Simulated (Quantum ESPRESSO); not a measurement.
# KBr (Fm-3m) in Quantum ESPRESSO: further runs, part 3 of 3

Quantum ESPRESSO 7.5. The steps go on from the part before.

## (5) Dielectric tensor, LDA

File pw.in:

```
&CONTROL
  calculation = 'scf'
  prefix = 'pwscf'
  outdir = './tmp'
  pseudo_dir = './pseudo'
  tprnfor = .true.
  tstress = .true.
  disk_io = 'low'
/
&SYSTEM
  ibrav = 0
  nat = 2
  ntyp = 2
  ecutwfc = 72
  nbnd = 14
  occupations = 'smearing'
  smearing = 'fd'
  degauss = 0.00367493
/
&ELECTRONS
  conv_thr = 4d-10
  electron_maxstep = 120
  mixing_beta = 0.5
/
ATOMIC_SPECIES
Br    79.9040 Br.upf
K     39.0983 K.upf
CELL_PARAMETERS angstrom
   0.0000000000    3.3000000000    3.3000000000
   3.3000000000    0.0000000000    3.3000000000
   3.3000000000    3.3000000000    0.0000000000
ATOMIC_POSITIONS crystal
Br     0.5000000000    0.5000000000    0.5000000000
K      0.0000000000    0.0000000000    0.0000000000
K_POINTS automatic
6 6 6 1 1 1
```

File scf2.in:

```
&CONTROL
  calculation = 'scf'
  prefix = 'pwscf'
  outdir = './tmp'
  pseudo_dir = './pseudo'
  tprnfor = .true.
  tstress = .true.
  disk_io = 'low'
/
&SYSTEM
  ibrav = 0
  nat = 2
  ntyp = 2
  ecutwfc = 72
  nbnd = 14
  occupations = 'fixed'
/
&ELECTRONS
  conv_thr = 1d-13
  electron_maxstep = 120
  mixing_beta = 0.5
  startingpot = 'file'
  startingwfc = 'file'
/
ATOMIC_SPECIES
Br    79.9040 Br.upf
K     39.0983 K.upf
CELL_PARAMETERS angstrom
   0.0000000000    3.3000000000    3.3000000000
   3.3000000000    0.0000000000    3.3000000000
   3.3000000000    3.3000000000    0.0000000000
ATOMIC_POSITIONS crystal
Br     0.5000000000    0.5000000000    0.5000000000
K      0.0000000000    0.0000000000    0.0000000000
K_POINTS automatic
6 6 6 1 1 1
```

File ph.in:

```
dielectric of KBr
&INPUTPH
  prefix = 'pwscf'
  outdir = './tmp'
  tr2_ph = 1d-18
  fildyn = 'dyn'
  niter_ph = 90
  alpha_mix(1) = 0.7
  epsil = .true.
  trans = .false.
  zeu = .true.
/
0.0000000000 0.0000000000 0.0000000000
```

Potentials or basis: PseudoDojo 0.4.1 SR LDA standard.

Run with:

```sh
$ OMP_NUM_THREADS=1 pw.x -in pw.in > pw.out
$ OMP_NUM_THREADS=1 pw.x -in scf2.in > scf2.out
$ OMP_NUM_THREADS=1 ph.x -in ph.in > ph.out
```

pw.out:

```text
This program is part of the open-source Quantum ESPRESSO suite
     for quantum simulation of materials; please cite
[... 9 lines left out ...]
     --------------------
     sticks:   dense  smooth     PW     G-vecs:    dense   smooth      PW
     Sum        1531    1531    451                39957    39957    6375

     Using Slab Decomposition

     bravais-lattice index     =            0
     lattice parameter (alat)  =       8.8192  a.u.
     unit-cell volume          =     485.0298 (a.u.)^3
     number of atoms/cell      =            2
     number of atomic types    =            2
     number of electrons       =        16.00
     number of Kohn-Sham states=           14
     kinetic-energy cutoff     =      72.0000  Ry
     charge density cutoff     =     288.0000  Ry
     scf convergence threshold =      4.0E-10
     mixing beta               =       0.5000
     number of iterations used =            8  plain     mixing
     Exchange-correlation= SLA  PW   NOGX NOGC
                           (   1   4   0   0   0   0   0)

     celldm(1)=   8.819172  celldm(2)=   0.000000  celldm(3)=   0.000000
     celldm(4)=   0.000000  celldm(5)=   0.000000  celldm(6)=   0.000000

[... 8 lines left out ...]
               b(3) = (  0.707107  0.707107 -0.707107 )

     PseudoPot. # 1 for Br read from file:
     Br.upf
     Pseudo is Norm-conserving + core correction, Zval =  7.0
     Generated using ONCVPSP code by D. R. Hamann
     Using radial grid of 1084 points,  6 beta functions with:
[... 67 lines left out ...]
     Starting wfcs are    9 randomized atomic wfcs +    5 random wfcs

     Self-consistent Calculation

     iteration #  1     ecut=    72.00 Ry     beta= 0.50
     Davidson diagonalization with overlap
     ethr =  1.00E-02,  avg # of iterations =  7.2

     Threshold (ethr) on eigenvalues was too large:
     Diagonalizing with lowered threshold

     Davidson diagonalization with overlap
     ethr =  2.58E-04,  avg # of iterations =  5.6

     total energy              =     -91.65550901 Ry
     estimated scf accuracy    <       0.03969229 Ry
[... 50 lines left out ...]
     iteration #  9     ecut=    72.00 Ry     beta= 0.50
     Davidson diagonalization with overlap
     ethr =  6.17E-12,  avg # of iterations =  2.0

     End of self-consistent calculation

          k = 0.0589 0.0589 0.0589 (  4987 PWs)   bands (ev):

   -26.6226 -11.5455 -10.2958 -10.2958 -10.2792   0.7184   0.8088   0.8088
     5.0573   8.1318   8.2771   8.2771   9.1557   9.1557
[... 73 lines left out ...]
   -26.6151 -11.4557 -10.3830 -10.3324 -10.3190  -0.0102   0.4872   0.5336
     6.5186   7.7728   9.7376  10.0770  10.3666  11.2920

          k =-0.5303 0.1768-0.0589 (  5009 PWs)   bands (ev):

   -26.6159 -11.5397 -10.3408 -10.3305 -10.2374  -0.0465   0.4247   0.5034
     7.0092   7.7412   9.4849  10.2515  10.4414  10.8385

          k =-0.4125 0.0589 0.0589 (  5005 PWs)   bands (ev):
[... 51 lines left out ...]
   -26.6162 -11.6376 -10.3255 -10.3062 -10.1251  -0.2686   0.3883   0.4770
     7.3693   8.5253   9.6534  10.1712  10.1960  11.2307

     the Fermi energy is     2.2796 ev

!    total energy              =     -91.66357752 Ry
     estimated scf accuracy    <          4.8E-12 Ry
     smearing contrib. (-TS)   =      -0.00000000 Ry
     internal energy E=F+TS    =     -91.66357752 Ry

     The total energy is F=E-TS. E is the sum of the following terms:
     one-electron contribution =     -29.22020284 Ry
     hartree contribution      =      19.17803719 Ry
     xc contribution           =     -22.82353670 Ry
     ewald contribution        =     -58.79787517 Ry

     convergence has been achieved in   9 iterations

     Forces acting on atoms (cartesian axes, Ry/au):

     atom    1 type  1   force =    -0.00000000   -0.00000000    0.00000000
     atom    2 type  2   force =     0.00000000    0.00000000   -0.00000000

     Total force =     0.000000     Total SCF correction =     0.000000

     Computing stress (Cartesian axis) and pressure

          total   stress  (Ry/bohr**3)                   (kbar)     P=      -16.61
  -0.00011289  -0.00000000  -0.00000000          -16.61       -0.00       -0.00
  -0.00000000  -0.00011289  -0.00000000           -0.00      -16.61       -0.00
  -0.00000000  -0.00000000  -0.00011289           -0.00       -0.00      -16.61

=------------------------------------------------------------------------------=
   JOB DONE.
=------------------------------------------------------------------------------=
```

ph.out:

```text
This program is part of the open-source Quantum ESPRESSO suite
     for quantum simulation of materials; please cite
         "P. Giannozzi et al., J. Phys.:Condens. Matter 21 395502 (2009);
         "P. Giannozzi et al., J. Phys.:Condens. Matter 29 465901 (2017);
         "P. Giannozzi et al., J. Chem. Phys. 152 154105 (2020);
     in publications or presentations arising from this work. More details at

     IMPORTANT: XC functional enforced from input :
[... 187 lines left out ...]
      E*z (        0.00000        0.00000        1.12600 )

     INITIALIZATION:

     DIELECTRIC CONSTANT AND EFFECTIVE CHARGES:

      Additional routines

=------------------------------------------------------------------------------=
   JOB DONE.
=------------------------------------------------------------------------------=
```

Wall time 4.5 min (1 thread of Intel Xeon Platinum 8259CL at 2.50GHz (Skylake/Cascade Lake), shared host); peak memory 0.1 GiB.

What came out:

- Free energy: -1247.1465 eV
- Pressure: -1.7 GPa
- Electronic dielectric tensor (diagonal): 2.63
- Born charges (mean of the diagonal): Br -1.13; K +1.13 e

Electronic dielectric tensor:
```
2.63 0.00 0.00
0.00 2.63 0.00
0.00 0.00 2.63
```

Born effective charge tensors (e):
atom 1, Br
```
-1.13  0.00  0.00
 0.00 -1.13  0.00
 0.00  0.00 -1.13
```
atom 2, K
```
1.13 0.00 0.00
0.00 1.13 0.00
0.00 0.00 1.13
```

## (6) Overview

| task | level | potentials or basis | cell | k mesh | cutoff (eV) | form of the LDA correlation | pressure (GPa) |
| --- | --- | --- | --- | --- | --- | --- | --- |
| phonons | PBE | PseudoDojo 0.4.1 SR PBE standard | relaxed to 5 GPa | 4 × 4 × 4, shifted | 1007 | - | 5.0 |
| phonons | PBE | PseudoDojo 0.4.1 SR PBE standard | relaxed to 10 GPa | 4 × 4 × 4, shifted | 1007 | - | 10.0 |
| phonons | PBE | PseudoDojo 0.4.1 SR PBE standard | relaxed to 15 GPa | 4 × 4 × 4, shifted | 1007 | - | 15.0 |
| dielectric tensor | LDA | PseudoDojo 0.4.1 SR LDA standard | as given | 6 × 6 × 6, shifted | 980 | PW92 | -1.7 |

Alike in all rows: no spin polarisation; smearing fermi-dirac 0.05 eV.

Caveats: the cell is more than 3 GPa from zero pressure, which shifts response properties (some runs).

Absolute energies hang on the potentials; compare differences alone.

## (7) Comparison with measurements

Step 5. Measured high-frequency dielectric constant of KBr: 2.36 (a printed reference work, monograph). This calculation gives 2.63 (+11.3 %).
